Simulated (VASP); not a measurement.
## GaSb: single point with PBE

**Experimental background.**

A printed reference work, data compilation reports, for a bulk crystal of GaSb at 4.2 K: band gap 0.811 eV (direct).

Crystal: GaSb.

```
Sb Ga
1.0
     0.00000    3.05900    3.05900
     3.05900    0.00000    3.05900
     3.05900    3.05900    0.00000
Sb Ga
1 1
Direct
  0.75000 0.75000 0.75000
  0.00000 0.00000 0.00000
```

| Quantity | Value |
| --- | --- |
| Program | VASP 6.6.1 |
| Task | single point |
| Functional | PBE |
| Potentials or basis | VASP PAW PBE potentials, release 64 (Sb, Ga_d) |
| Cutoff | 520 eV |
| k mesh | 8 × 8 × 8 |
| Occupations | gaussian, width 0.018 eV |
| Spin | no spin polarisation |

```yaml
Pressure: 2.4 GPa
Band_gap_on_the_k_mesh: 0.04 eV, direct
```

Levels at points of the mesh, in eV from the valence-band top:
```tsv
k point	band 5	band 6	band 7	band 8	band 9	band 10	band 11	band 12	band 13	band 14
(0.00, 0.00, 0.00)	-14.99	-11.48	0.00	0.00	0.00	0.04	2.78	2.78	2.78	5.81
(0.50, 0.00, 0.00)	-14.99	-9.85	-6.37	-1.15	-1.15	0.40	3.75	3.75	6.47	9.36
(0.50, 0.50, 0.00)	-14.98	-9.02	-6.81	-2.57	-2.57	0.90	1.25	8.68	8.68	10.06
```

It took 14 s on 1 thread of Intel(R) Xeon(R) 6975P-C (Granite Rapids) (shared host), peak memory 0.18 GiB.

Against the measured gap of GaSb, 0.811 eV (direct; 4.2 K; a printed reference work, data compilation), the calculated 0.04 eV is off by -0.78 eV. Spin-orbit coupling on Ga, Sb is left out. The value is that of PBE on a finite k mesh, which can miss the band edges, without temperature or zero-point motion. Semilocal functionals fall short of measured gaps as a rule.

Caveat: spin-orbit coupling is left out, which moves the levels of the heavy elements.
